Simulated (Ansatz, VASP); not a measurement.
## One calculation of NaH, two programs

POSCAR

```
NaH
1.0
    3.9924254829      0.0000000000      0.0000000000
   -1.9962127415      3.4575418909      0.0000000000
    0.0000000000      0.0000000000      4.8761002975
Na H
2 2
Direct
    0.3333333333      0.6666666667     -0.0624996803
    0.6666666667      0.3333333333      0.4375003197
    0.3333333333      0.6666666667      0.4374996803
    0.6666666667      0.3333333333      0.9374996803
```

Contents of INCAR.step1:

```
PREC = Accurate ; ENCUT = 520
ISMEAR = 0 ; SIGMA = 0.01
LREAL = False ; LASPH = True
NELM = 60 ; NBANDS = 16
GGA = PE ; ALGO = Normal
EDIFF = 1E-4 ; LWAVE = True
LCHARG = False
```

Contents of INCAR.step2:

```
PREC = Accurate ; ENCUT = 520
EDIFF = 1E-7 ; ISMEAR = 0
SIGMA = 0.01 ; LREAL = False
LASPH = True ; NELM = 60
ALGO = Normal ; ISIF = 2
LWAVE = False ; LCHARG = True
METAGGA = R2SCAN ; LMIXTAU = True
LELF = True ; LVHAR = True
NBANDS = 16 ; ISTART = 1
```

The input KPOINTS:

```
regular mesh
0
Gamma
  6 6 4
```

Input for Ansatz:

```yaml
crystal:
  lattice:
    - [3.9924254829, 0.0, 0.0]
    - [-1.9962127415, 3.4575418909, 0.0]
    - [0.0, 0.0, 4.8761002975]
  atoms:
    - { symbol: Na, position: [0.3333333333, 0.6666666667, -0.0624996803] }
    - { symbol: Na, position: [0.6666666667, 0.3333333333, 0.4375003197] }
    - { symbol: H, position: [0.3333333333, 0.6666666667, 0.4374996803] }
    - { symbol: H, position: [0.6666666667, 0.3333333333, 0.9374996803] }
kpoints:
  mp_grid: { grid: [6, 6, 4] }
hamiltonian:
  xc: r2scan
scf:
  occupations: { method: fixed }
  n_extra_bands: 5
output:
  forces: true
  stress: true
  eigenvalues: true
```

Alike in both runs: task single point; functional r2SCAN; k mesh 6 × 6 × 4; no spin polarisation.

|  | VASP | Ansatz |
| --- | --- | --- |
| version | VASP 6.6.1 | Ansatz 0.2.0 |
| potentials or method | VASP PAW PBE potentials, release 64 (Na_pv, H) | plane waves, PAW |
| plane-wave cutoff (eV) | 520 | 500 |
| occupations | gaussian, width 0.01 eV | fixed |
| valence electrons in the cell | 16 | 20 |

```tsv
	VASP	Ansatz	Ansatz less VASP
gap on the k mesh at the Fermi level (eV)	3.67	3.66	-0.009
pressure (GPa)	-0.7	-0.6	+0.16
```

The two sets of potentials don't hold the same shells in valence. Ansatz warned: «structure_snapped_to_symmetry».

Caveats: the PAW data sets were made with another functional, which shifts forces and pressure a little (VASP). A k mesh can miss the band edges. r2SCAN opens gaps a little over a GGA but as a rule still falls short of measured ones.
